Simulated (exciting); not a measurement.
# BN (F-43m) in exciting: equation of state

Aim: energy against volume of BN in PBE, for its equilibrium volume and stiffness.

All numbers are computed with exciting (release sodium); they aren't measurements. Logs are shortened: lines on timing, memory, paths and dates and some standing lists are left out, and cuts for length are marked.

**What was measured.**

From “Effect of nanostructuration on compressibility of cubic BN”, 2012, arxiv:1208.3664, for a bulk crystal of BN at 300 K: bulk modulus 395 ± 2 GPa.

The runs below are set against these values where they give the same quantity.

## (1) The crystal as given

Symmetry: F-43m, No. 216, cubic system. Conventional cell: a = 3.626 Å, b = 3.626 Å, c = 3.626 Å, α = 90.00°, β = 90.00°, γ = 90.00°. Around N (site symmetry -43m) lie 4 B at 1.57 Å. Around B (site symmetry -43m) lie 4 N at 1.57 Å.

The cell is a database's computed one.

## (2) Equation of state, PBE, 5.60 Å³/atom (volume scaled by 0.94)

Contents of input.xml:

```xml
<input>
  <title>BN</title>
  <structure speciespath="./" tshift="false">
    <crystal scale="1">
      <basevect>0.000000000000 3.356135823894 3.356135823894</basevect>
      <basevect>3.356135823894 0.000000000000 3.356135823894</basevect>
      <basevect>3.356135823894 3.356135823894 0.000000000000</basevect>
    </crystal>
    <species speciesfile="N.xml" rmt="1.38">
      <atom coord="0.250000000000 0.250000000000 0.250000000000"/>
    </species>
    <species speciesfile="B.xml" rmt="1.38">
      <atom coord="0.000000000000 0.000000000000 0.000000000000"/>
    </species>
  </structure>
  <groundstate do="fromscratch" ngridk="13 13 13" rgkmax="7.5" gmaxvr="15" lmaxapw="10" lmaxmat="10" lmaxvr="8" xctype="GGA_PBE" stype="Fermi Dirac" swidth="0.00183747" nempty="10" ValenceRelativity="iora*" epsengy="1e-05" epspot="1e-05" maxscl="60" outputlevel="normal"/>
</input>
```

Potentials or basis: all-electron LAPW+lo, shipped species files, valence relativity iora*.

Run with:

```bash
OMP_NUM_THREADS=1 exciting_smp
```

INFO.OUT:

```text
================================================================================
EXCITING SODIUM started
All units are atomic (Hartree, Bohr, etc.)
================================================================================

********************************************************************************
* Ground-state run starting from atomic densities                              *
********************************************************************************

++++++++++++++++++++++++++++++++++++++++++++++++++++++++++++++++++++++++++++++++
+ Starting initialization                                                      +
++++++++++++++++++++++++++++++++++++++++++++++++++++++++++++++++++++++++++++++++

 Lattice vectors (cartesian) :
      0.0000000000      3.3561358239      3.3561358239
      3.3561358239      0.0000000000      3.3561358239
      3.3561358239      3.3561358239      0.0000000000

 Reciprocal lattice vectors (cartesian) :
     -0.9360743481      0.9360743481      0.9360743481
      0.9360743481     -0.9360743481      0.9360743481
      0.9360743481      0.9360743481     -0.9360743481

 Unit cell volume                           :      75.6046628954
 Brillouin zone volume                      :       3.2808851193

 Species :    1 (N)
     parameters loaded from                 :    N.xml
     name                                   :    nitrogen
     nuclear charge                         :      -7.00000000
     electronic charge                      :       7.00000000
     atomic mass                            :   25532.72506000
     muffin-tin radius                      :       1.38000000
     # of radial points in muffin-tin       :     250

     atomic positions (lattice) :
       1 :   0.25000000  0.25000000  0.25000000

 Species :    2 (B)
     parameters loaded from                 :    B.xml
     name                                   :    boron
     nuclear charge                         :      -5.00000000
     electronic charge                      :       5.00000000
     atomic mass                            :   19707.24741000
     muffin-tin radius                      :       1.38000000
     # of radial points in muffin-tin       :     250

     atomic positions (lattice) :
       1 :   0.00000000  0.00000000  0.00000000

 Total number of atoms per unit cell        :       2

 Spin treatment                             :    spin-unpolarised

 Number of Bravais lattice symmetries       :      48
 Number of crystal symmetries               :      24

 k-point grid                               :      13   13   13
 Total number of k-points                   :     140
 k-point set is reduced with crystal symmetries

 R^MT_min * |G+k|_max (rgkmax)              :       7.50000000
 Species with R^MT_min                      :       1 (N)
 Maximum |G+k| for APW functions            :       5.43478261
 Maximum |G| for potential and density      :      15.00000000

 G-vector grid sizes                        :      24    24    24
 Total number of G-vectors                  :    4285

 Maximum angular momentum used for
     APW functions                          :      10
     computing H and O matrix elements      :      10
     potential and density                  :       8
     inner part of muffin-tin               :       2

 Total nuclear charge                       :     -12.00000000
 Total electronic charge                    :      12.00000000
 Total core charge                          :       4.00000000
 Total valence charge                       :       8.00000000

 Number of empty states                     :      10
 Total number of valence states             :      15

 Maximum Hamiltonian size                   :     222
 Maximum number of plane-waves              :     214
 Total number of local-orbitals             :       8

 Exchange-correlation type                  :      20
     Perdew-Burke-Ernzerhof, Phys. Rev. Lett. 77, 3865 (1996)
     Generalised gradient approximation (GGA)

 Smearing scheme                            :    Fermi-Dirac
 Smearing width                             :       0.00183747

 Using multisecant Broyden potential mixing

++++++++++++++++++++++++++++++++++++++++++++++++++++++++++++++++++++++++++++++++
+ Ending initialization                                                        +
++++++++++++++++++++++++++++++++++++++++++++++++++++++++++++++++++++++++++++++++

********************************************************************************
* Groundstate module started                                                   *
********************************************************************************
 Output level for this task is set to normal

++++++++++++++++++++++++++++++++++++++++++++++++++++++++++++++++++++++++++++++++
+ Self-consistent loop started                                                 +
++++++++++++++++++++++++++++++++++++++++++++++++++++++++++++++++++++++++++++++++
 Density and potential initialised from atomic data

++++++++++++++++++++++++++++++++++++++++++++++++++++++++++++++++++++++++++++++++
+ SCF iteration number :    1                                                  +
++++++++++++++++++++++++++++++++++++++++++++++++++++++++++++++++++++++++++++++++
 Total energy                               :       -81.38889871
 _______________________________________________________________
 Fermi energy                               :         0.41975517
 Kinetic energy                             :        78.89480722
 Coulomb energy                             :      -149.06510727
 Exchange energy                            :       -10.78870535
 Correlation energy                         :        -0.42989331

 DOS at Fermi energy (states/Ha/cell)       :         0.00000000

 Electron charges :
     core                                   :         4.00000000
     core leakage                           :         0.00124700
     valence                                :         8.00000000
     interstitial                           :         3.14753265
     charge in muffin-tin spheres :
                  atom     1     N          :         5.77069243
                  atom     2     B          :         3.08177492
     total charge in muffin-tins            :         8.85246735
     total charge                           :        12.00000000

 Estimated fundamental gap                  :         0.23294688
        valence-band maximum at    1      0.0000  0.0000  0.0000
     conduction-band minimum at   64      0.4615  0.4615  0.0000

++++++++++++++++++++++++++++++++++++++++++++++++++++++++++++++++++++++++++++++++
+ SCF iteration number :    2                                                  +
++++++++++++++++++++++++++++++++++++++++++++++++++++++++++++++++++++++++++++++++
 Total energy                               :       -80.53070626
 _______________________________________________________________
 Fermi energy                               :         0.44169105
 Kinetic energy                             :        79.22233316
 Coulomb energy                             :      -148.61085119
 Exchange energy                            :       -10.70866495
 Correlation energy                         :        -0.43352328
[... 451 lines left out ...]
 Electron charges :
     core                                   :         4.00000000
     core leakage                           :         0.00125982
     valence                                :         8.00000000
     interstitial                           :         3.35969562
     charge in muffin-tin spheres :
                  atom     1     N          :         5.45839713
                  atom     2     B          :         3.18190725
     total charge in muffin-tins            :         8.64030438
     total charge                           :        12.00000000

 Estimated fundamental gap                  :         0.16936842
        valence-band maximum at    1      0.0000  0.0000  0.0000
     conduction-band minimum at   64      0.4615  0.4615  0.0000

 RMS change in effective potential (target) :  0.799894E-07  ( 0.100000E-04)
 Absolute change in total energy   (target) :  0.446184E-06  ( 0.100000E-04)
 Charge distance                   (target) :  0.250510E-07  ( 0.100000E-04)

++++++++++++++++++++++++++++++++++++++++++++++++++++++++++++++++++++++++++++++++
| Convergency criteria checked for the last 2 iterations                       +
| Convergence targets achieved. Performing final SCF iteration                 +
++++++++++++++++++++++++++++++++++++++++++++++++++++++++++++++++++++++++++++++++
 Total energy                               :       -79.69546276
 _______________________________________________________________
 Fermi energy                               :         0.46653140
 Kinetic energy                             :        79.59679607
 Coulomb energy                             :      -148.21259584
 Exchange energy                            :       -10.64235805
 Correlation energy                         :        -0.43730493

 DOS at Fermi energy (states/Ha/cell)       :         0.00000000

 Electron charges :
     core                                   :         4.00000000
     core leakage                           :         0.00125982
     valence                                :         8.00000000
     interstitial                           :         3.35969562
     charge in muffin-tin spheres :
                  atom     1     N          :         5.45839714
                  atom     2     B          :         3.18190725
     total charge in muffin-tins            :         8.64030438
     total charge                           :        12.00000000

 Estimated fundamental gap                  :         0.16936842
        valence-band maximum at    1      0.0000  0.0000  0.0000
     conduction-band minimum at   64      0.4615  0.4615  0.0000

++++++++++++++++++++++++++++++++++++++++++++++++++++++++++++++++++++++++++++++++
+ Self-consistent loop stopped                                                 +
++++++++++++++++++++++++++++++++++++++++++++++++++++++++++++++++++++++++++++++++
 STATE.OUT is written

********************************************************************************
* Groundstate module stopped                                                   *
********************************************************************************

================================================================================
| EXCITING SODIUM stopped                                                      =
================================================================================
```

It took 2 min on 1 thread of Arm Neoverse V2, shared host; peak memory 0.12 GiB.

What came out:

```
Free energy                                       : -2168.6240 eV
Band gap on the k mesh                            : 4.61 eV, indirect (least direct gap 9.08 eV)
All electrons inside the program's atomic spheres : N 5.46; B 3.18 (radii N 1.38, B 1.38 bohr)
```

Caveat: an odd mesh through Γ misses points on the zone boundary, where band edges often lie.

## (3) Equation of state, PBE, 5.72 Å³/atom (volume scaled by 0.96)

input.xml: that of step 2 with these lines changed.

```diff
@@ -4,5 +4,5 @@
     <crystal scale="1">
-      <basevect>0.000000000000 3.356135823894 3.356135823894</basevect>
-      <basevect>3.356135823894 0.000000000000 3.356135823894</basevect>
-      <basevect>3.356135823894 3.356135823894 0.000000000000</basevect>
+      <basevect>0.000000000000 3.379771361938 3.379771361938</basevect>
+      <basevect>3.379771361938 0.000000000000 3.379771361938</basevect>
+      <basevect>3.379771361938 3.379771361938 0.000000000000</basevect>
     </crystal>
```

Potentials or basis: all-electron LAPW+lo, shipped species files, valence relativity iora*.

Run with:

```bash
OMP_NUM_THREADS=1 exciting_smp
```

Run time: 2.1 min. Hardware: 1 thread of Arm Neoverse V2, shared host; peak memory 0.12 GiB.

The run converged. Its results:

```yaml
Free_energy: -2168.6546 eV
Band_gap_on_the_k_mesh: 4.58 eV, indirect (least direct gap 8.98 eV)
All_electrons_inside_the_program's_atomic_spheres: N 5.44; B 3.16 (radii N 1.38, B 1.38 bohr)
```

Caveat: an odd mesh through Γ misses points on the zone boundary, where band edges often lie.

(Continued in part 2 of 2.)
